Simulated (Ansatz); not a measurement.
# HfO2 (P4_2/mnm) in Ansatz: a series of runs

The runs below take HfO2 through band structure, with revPBE, BLYP.

Program: Ansatz 0.2.0. These are calculated values, not measurements. Logs are shortened: lines on timing, memory, paths and dates and some standing lists are left out, and cuts for length are marked.

## Step 1: The structure

It takes space group P4_2/mnm (No. 136, tetragonal). Conventional cell: a = 4.814 Å, b = 4.814 Å, c = 3.205 Å, α = 90.00°, β = 90.00°, γ = 90.00°. Around Hf (site symmetry mmm) lie 6 O at 2.08 Å. Around O (site symmetry m2m) lie 3 Hf at 2.08 Å.

Measurements of this composition are mostly on another form, of space group No. 14.

## Step 2: Band structure, revPBE

File input.yaml:

```yaml
crystal:
  lattice:
    - [4.81353299, 0.0, 0.0]
    - [0.0, 4.81353299, 0.0]
    - [0.0, 0.0, 3.20541541]
  atoms:
    - { symbol: Hf, position: [0.5, 0.5, 0.5] }
    - { symbol: Hf, position: [0.0, 0.0, 0.0] }
    - { symbol: O, position: [0.80504488, 0.19495512, 0.5] }
    - { symbol: O, position: [0.69495512, 0.69495512, 0.0] }
    - { symbol: O, position: [0.30504488, 0.30504488, 0.0] }
    - { symbol: O, position: [0.19495512, 0.80504488, 0.5] }
hamiltonian:
  xc: revpbe
  pseudopotentials: { kind: paw }
kpoints:
  mp_grid: { grid: [6, 6, 8] }
  band_path:
    path:
      - [[0.0, 0.0, 0.0], [0.0, 0.5, 0.0], [0.5, 0.5, 0.0], [0.0, 0.0, 0.0], [0.0, 0.0, 0.5], [0.0, 0.5, 0.5], [0.5, 0.5, 0.5], [0.0, 0.0, 0.5]]
      - [[0.0, 0.5, 0.0], [0.0, 0.5, 0.5]]
      - [[0.5, 0.5, 0.0], [0.5, 0.5, 0.5]]
    npoints: 14
scf:
  occupations: { method: fermi_dirac, width: 0.05 }
  n_extra_bands: 15
output:
  forces: true
  stress: true
  eigenvalues: true
  fatbands: true
```

Potentials or basis: Ansatz PAW.

Command:

```bash
$ ansatz run input.yaml --threads 2 --pin off --max-ram 5632MiB --backend cpu --events-out ev --progress --plain --runs-dir out
```

Log:

```text
Warning: RAYON_NUM_THREADS=2 ignored (pool sized by the plan → 2); use --threads N
scf.n_extra_bands = 15 over 38 filled bands (N_el = 76.0): the run solves 53 bands
Engine: ansatz 0.2.0, x86_64-unknown-linux-gnu
Pseudopotentials: kind: paw
Pseudopotential: Hf, paw, valence charge 26, recommended cutoff 420 eV (normal), Hf.paw.azcp
Pseudopotential: O, paw, valence charge 6, recommended cutoff 420 eV (normal), O.paw.azcp
Functional definition: revPBE
  parameter kappa = 1.245
  parameter beta = 0.06672455060314922
  exchange = pbe_x(kappa = kappa, mu = beta*pi^2/3)
  correlation = pbe_c(beta = beta)
Crystal: 6 atoms, lattice volume = 74.270 Å³
Basis set: ecut = 420 eV, 1439 PW (Γ), exchange–correlation on 72×72×48 points (8 copies of the dense FFT grid, shifted against one another)
Bands: 53, of which v1, the nominal top of the filled ones, is band 38 counted from 1 (37 counted from 0)
Symmetry: 16 space group operations
Space group: P42/mnm (ITA 136), of the structure as read, at distance tolerance 4.2e-5 Å
k-points: 50 of 288
Non-local potential: Hf, projectors of the file, l = 0: 3, l = 1: 2, l = 2: 2, l = 3: 3
Non-local potential: O, projectors of the file, l = 0: 2, l = 1: 2, l = 2: 1
PAW form: soft (Blöchl's): semilocal exchange-correlation on the pseudo side does not see the compensation charge
PAW frozen core: Hf, regenerated for the run's functional, and the local potential with it (the file was generated under x = pbe(κ = 0.804, μ = 0.2195149727645171), c = pbe(β = 0.06672455060314922))
PAW frozen core: O, regenerated for the run's functional, and the local potential with it (the file was generated under x = pbe(κ = 0.804, μ = 0.2195149727645171), c = pbe(β = 0.06672455060314922))
PAW one-centre angular grid: Hf, 590 points (default); XC on 64 Gauss nodes
PAW one-centre angular grid: O, 110 points (default); XC on 64 Gauss nodes
Initial density: superposition of atomic densities (neutral atoms: chi_scale 0, normalization atom), corrected by the library's trained network
Initial wavefunctions: pseudopotential atomic-orbital guess
Functional: x = revpbe(κ = 1.245, μ = 0.2195149727645171), c = pbe(β = 0.06672455060314922)
SCF iter   1: F=—  HF=-33745.718728 eV  |F-HF|=—  |Δ(HF+E_count)|=         —  Δρ=4.92e-3  dr2=1.66e-2  ethr=1.77e-3  ⟨swp⟩=5.6  Hψ=8974  notcnv=0  defer=101
preconditioner: auto → Resta (q_TF=auto, 2.739 Å⁻¹)  ε∞=4.1  [insulator: Δε(μ)=4.165 eV  Ē_g=20.753 eV  σ=0.050 eV  W_gap=1.00  n_scr=30 (ndim 8)  ℏωp=36.6 eV  f_vac=0.089  D(μ)=0.00/eV (n_scr^D=0)  ε∞_Penn≈4.1]
SCF iter   2: F=—  HF=-33745.716885 eV  |F-HF|=—  |Δ(HF+E_count)|=   1.84e-3  Δρ=2.40e-3  dr2=2.46e-3  ethr=2.18e-5  ⟨swp⟩=2.1  Hψ=4455  notcnv=0  defer=182
SCF iter   3: F=—  HF=-33745.717132 eV  |F-HF|=—  |Δ(HF+E_count)|=   2.47e-4  Δρ=1.08e-3  dr2=7.95e-4  ethr=3.24e-6  ⟨swp⟩=2.0  Hψ=3378  notcnv=0  defer=182
SCF iter   4: F=—  HF=-33745.717288 eV  |F-HF|=—  |Δ(HF+E_count)|=   1.56e-4  Δρ=1.87e-4  dr2=2.58e-5  ethr=1.05e-6  ⟨swp⟩=2.1  Hψ=3517  notcnv=0  defer=182
SCF iter   5: F=—  HF=-33745.717238 eV  |F-HF|=—  |Δ(HF+E_count)|=   5.05e-5  Δρ=1.29e-4  dr2=1.02e-5  ethr=3.40e-8  ⟨swp⟩=2.0  Hψ=4104  notcnv=0  defer=182
SCF iter   6: F=—  HF=-33745.717244 eV  |F-HF|=—  |Δ(HF+E_count)|=   5.84e-6  Δρ=4.26e-5  dr2=1.60e-6  ethr=1.34e-8  ⟨swp⟩=2.0  Hψ=3657  notcnv=0  defer=182
SCF iter   7: F=—  HF=-33745.717246 eV  |F-HF|=—  |Δ(HF+E_count)|=   2.11e-6  Δρ=9.31e-6  dr2=1.01e-7  ethr=2.11e-9  ⟨swp⟩=2.0  Hψ=3723  notcnv=0  defer=182
SCF iter   8: F=-33745.717246 eV  HF=-33745.717246 eV  |F-HF|=7.64e-9  |Δ(HF+E_count)|=   1.64e-7  Δρ=2.17e-6  dr2=5.71e-9  ethr=1.32e-10  ⟨swp⟩=8.9  Hψ=11406  notcnv=0
SCF 1 converged in 8 iterations: F = -33745.717246 eV  dr2 = 5.71e-9
NSCF: frozen V_eff on 129 k-points
SCF converged after 8 iterations
Free energy (F): -33745.717246 eV
Harris-Foulkes:  -33745.717246 eV  (|F-HF|=7.64e-9)
Internal energy: -33745.717246 eV  (E = F + TS)
E sigma→0 (E₀):  -33745.717246 eV
Fermi energy:    14.844773 eV
--- Per-component energies (eV) ---
  E_band       = -95.347734
  E_kinetic    = 1547.937956
  E_local      = -12941.396315  (includes V_loc(G=0)·N_el)
  E_nonlocal   = -2297.803439
  E_hartree    = 5899.644114
  E_xc         = -897.824440
  E_vxc        = -910.386136  (∫ρ·V_xc dr)
  E_paw        = -14509.669683  (= ΣΔE_a)
  E_vpaw       = 2707.005749  (= ΣTr[D̂ρ^β])
  E_aug_tail   = 0.009987  (compensation charges beyond the density's cutoff)
  E_ewald      = -10546.289195
  E_core_change = -0.326231  (= ΣΔE_core)
  E_smearing   = -0.000000  (= −TS)
  E_closure    = -0.000000  (closes the sum)
  Σ components = -33745.717246   (vs F -33745.717246, Δ=0.00e0)
--- Forces (eV/Å), atoms counted from 1 ---
  atom   1  Hf     0.00000000     0.00000000     0.00000000
  atom   2  Hf     0.00000000    -0.00000000     0.00000000
  atom   3  O     -0.07108977     0.07108977     0.00000000
  atom   4  O      0.07108977     0.07108977     0.00000000
  atom   5  O     -0.07108977    -0.07108977     0.00000000
  atom   6  O      0.07108977    -0.07108977     0.00000000
  max |Σ_I F_I| component: 0.00e0 eV/Å
--- Stress (GPa, compression-positive) ---
       11.314114       0.000000       0.000000
        0.000000      11.314114       0.000000
        0.000000       0.000000      12.894311
  P = ⅓ Tr σ = 11.8408 GPa (118.408 kbar)
--- Band table (eV; the first three rows and the last of 50) ---
  k-point 0: bands = ["-47.5600", "-47.5498", "-16.5535", "-16.5535", "-16.2489", "-16.2489", "-16.1232", "-16.0605", "-4.9575", "-4.1886", "-3.0613", "-3.0613", "2.5868", "2.5868", "2.5949", "2.6302", "2.6302", "2.6309", "2.6361", "2.6361", "2.6599", "2.6668", "2.6852", "2.6893", "2.7764", "2.7764", "7.2859", "7.7556", "8.4730", "9.2354", "9.2354", "10.9969", "10.9969", "11.2247", "12.1408", "12.3957", "12.3957", "12.7747", "16.8906", "17.0694", "18.1461", "18.5002", "18.5002", "19.2513", "20.8144", "21.2755", "23.4026", "23.4026", "24.1391", "24.1391", "25.5667", "27.5615", "28.4749"]
  k-point 1: bands = ["-47.5565", "-47.5470", "-16.5265", "-16.5265", "-16.2470", "-16.2470", "-16.2195", "-16.1640", "-4.7717", "-4.0537", "-3.1689", "-3.1689", "2.5916", "2.5916", "2.6007", "2.6314", "2.6324", "2.6324", "2.6369", "2.6369", "2.6571", "2.6628", "2.6793", "2.6828", "2.7618", "2.7618", "7.5453", "7.9509", "8.6351", "9.2253", "9.2253", "10.7806", "11.1762", "11.1762", "11.6000", "12.2025", "12.2025", "12.6729", "17.2047", "17.5392", "18.0334", "18.4526", "18.4526", "19.6331", "20.5945", "21.5645", "23.3983", "23.3983", "24.6770", "24.6770", "25.4583", "27.6537", "28.4922"]
  k-point 2: bands = ["-47.5478", "-47.5406", "-16.4567", "-16.4567", "-16.4427", "-16.4042", "-16.2462", "-16.2462", "-4.3146", "-3.7499", "-3.4243", "-3.4243", "2.6046", "2.6046", "2.6202", "2.6280", "2.6345", "2.6345", "2.6419", "2.6419", "2.6502", "2.6533", "2.6573", "2.6865", "2.7285", "2.7285", "8.2239", "8.4190", "9.1058", "9.2945", "9.2945", "9.8759", "10.5784", "11.4593", "11.4593", "11.7509", "11.7509", "12.3071", "17.8265", "17.8853", "18.4023", "18.5424", "18.5424", "20.0112", "20.6466", "22.2489", "23.2607", "23.2607", "25.0837", "26.0593", "26.0593", "27.9019", "27.9047"]
  k-point 49: bands = ["-47.5335", "-47.5335", "-16.7292", "-16.7292", "-16.3176", "-16.3176", "-16.2909", "-16.2909", "-3.8316", "-3.8316", "-3.4280", "-3.4280", "2.6252", "2.6252", "2.6350", "2.6350", "2.6363", "2.6363", "2.6426", "2.6426", "2.6429", "2.6429", "2.6810", "2.6810", "2.6918", "2.6918", "8.7312", "8.7312", "8.8085", "8.8085", "9.7114", "9.7114", "10.8061", "10.8061", "11.7138", "11.7138", "12.3162", "12.3162", "18.0491", "18.0491", "18.7656", "18.7656", "19.3584", "19.3584", "22.3013", "22.3013", "23.2651", "23.2651", "24.3554", "24.3554", "26.1296", "26.1296", "26.2950"]
```

Wall time 22 s (2 threads of Intel Xeon at 2.70GHz, shared host); peak memory 0.52 GiB.

Results:

```
Free energy             : -33745.7172 eV
Pressure                : 11.8 GPa
Largest force           : 0.101 eV/Å
Band gap on the k mesh  : 4.12 eV, direct
Band gap along the path : 4.12 eV, direct
```

Forces on the atoms (eV/Å):
```
Hf   0.000  0.000  0.000
Hf   0.000  0.000  0.000
O   -0.071  0.071  0.000
O    0.071  0.071  0.000
O   -0.071 -0.071  0.000
O    0.071 -0.071  0.000
```

Levels at the corners of the path, in eV from the valence-band top:
| point | band 34 | band 35 | band 36 | band 37 | band 38 | band 39 | band 40 | band 41 | band 42 | band 43 |
| --- | --- | --- | --- | --- | --- | --- | --- | --- | --- | --- |
| Γ | -1.55 | -0.63 | -0.38 | -0.38 | 0.00 | 4.12 | 4.29 | 5.37 | 5.73 | 5.73 |
| X | -2.68 | -1.38 | -1.38 | -0.63 | -0.63 | 4.79 | 4.79 | 6.35 | 6.35 | 6.62 |
| M | -1.75 | -1.05 | -1.05 | -0.71 | -0.71 | 4.35 | 4.35 | 5.79 | 5.79 | 6.78 |
| Γ | -1.55 | -0.63 | -0.38 | -0.38 | 0.00 | 4.12 | 4.29 | 5.37 | 5.73 | 5.73 |
| Z | -2.05 | -2.00 | -2.00 | -0.94 | -0.94 | 5.74 | 5.74 | 6.21 | 6.21 | 6.25 |
| R | -1.77 | -1.68 | -1.68 | -0.85 | -0.85 | 4.33 | 4.33 | 6.47 | 6.47 | 7.06 |
| A | -1.97 | -1.06 | -1.06 | -0.46 | -0.46 | 5.27 | 5.27 | 5.99 | 5.99 | 6.58 |
| Z | -2.05 | -2.00 | -2.00 | -0.94 | -0.94 | 5.74 | 5.74 | 6.21 | 6.21 | 6.25 |
| X | -2.68 | -1.38 | -1.38 | -0.63 | -0.63 | 4.79 | 4.79 | 6.35 | 6.35 | 6.62 |
| R | -1.77 | -1.68 | -1.68 | -0.85 | -0.85 | 4.33 | 4.33 | 6.47 | 6.47 | 7.06 |
| M | -1.75 | -1.05 | -1.05 | -0.71 | -0.71 | 4.35 | 4.35 | 5.79 | 5.79 | 6.78 |
| A | -1.97 | -1.06 | -1.06 | -0.46 | -0.46 | 5.27 | 5.27 | 5.99 | 5.99 | 6.58 |

Caveat: the pressure holds a Pulay correction of +0.6 GPa for the finite cutoff; spin-orbit coupling is left out, which moves the levels of the heavy elements; the PAW data sets come from PBE, with cores solved anew for the run's functional, which leaves a small shift of forces and pressure.

## Step 3: Band structure, BLYP

Edit input.yaml of step 2 so:

```diff
@@ -13,3 +13,3 @@
 hamiltonian:
-  xc: revpbe
+  xc: blyp
   pseudopotentials: { kind: paw }
@@ -30,2 +30,2 @@
   eigenvalues: true
-  fatbands: true
+  fatbands: false
```

Potentials or basis: Ansatz PAW.

Command:

```bash
$ ansatz run input.yaml --threads 2 --pin off --max-ram 5632MiB --backend cpu --events-out ev --progress --plain --runs-dir out
```

It took 18 s on 2 threads of Intel Xeon at 2.70GHz, shared host; peak memory 0.52 GiB.

Results (log left out):

```yaml
Free_energy: -33779.0569 eV
Pressure: 13.9 GPa
Largest_force: 0.147 eV/Å
Band_gap_on_the_k_mesh: 4.06 eV, direct
Band_gap_along_the_path: 4.06 eV, direct
```

Forces on the atoms (eV/Å):
```
Hf   0.000  0.000  0.000
Hf   0.000  0.000  0.000
O   -0.104  0.104  0.000
O    0.104  0.104  0.000
O   -0.104 -0.104  0.000
O    0.104 -0.104  0.000
```

Stress tensor (GPa, compression positive):
```
13.22  0.00  0.00
 0.00 13.22  0.00
 0.00  0.00 15.35
```

Levels at the corners of the path, in eV from the valence-band top:
```csv
point,band 34,band 35,band 36,band 37,band 38,band 39,band 40,band 41,band 42,band 43
Γ,-1.54,-0.63,-0.39,-0.39,0.00,4.06,4.24,5.28,5.67,5.67
X,-2.67,-1.37,-1.37,-0.62,-0.62,4.72,4.72,6.29,6.29,6.54
M,-1.76,-1.04,-1.04,-0.72,-0.72,4.30,4.30,5.73,5.73,6.69
Γ,-1.54,-0.63,-0.39,-0.39,0.00,4.06,4.24,5.28,5.67,5.67
Z,-2.05,-1.99,-1.99,-0.93,-0.93,5.66,5.66,6.18,6.18,6.19
R,-1.77,-1.66,-1.66,-0.85,-0.85,4.28,4.28,6.40,6.40,6.97
A,-1.96,-1.06,-1.06,-0.46,-0.46,5.20,5.20,5.96,5.96,6.50
Z,-2.05,-1.99,-1.99,-0.93,-0.93,5.66,5.66,6.18,6.18,6.19
X,-2.67,-1.37,-1.37,-0.62,-0.62,4.72,4.72,6.29,6.29,6.54
R,-1.77,-1.66,-1.66,-0.85,-0.85,4.28,4.28,6.40,6.40,6.97
M,-1.76,-1.04,-1.04,-0.72,-0.72,4.30,4.30,5.73,5.73,6.69
A,-1.96,-1.06,-1.06,-0.46,-0.46,5.20,5.20,5.96,5.96,6.50
```

Caveat: the pressure holds a Pulay correction of +0.9 GPa for the finite cutoff; spin-orbit coupling is left out, which moves the levels of the heavy elements; the PAW data sets come from PBE, with cores solved anew for the run's functional, which leaves a small shift of forces and pressure.
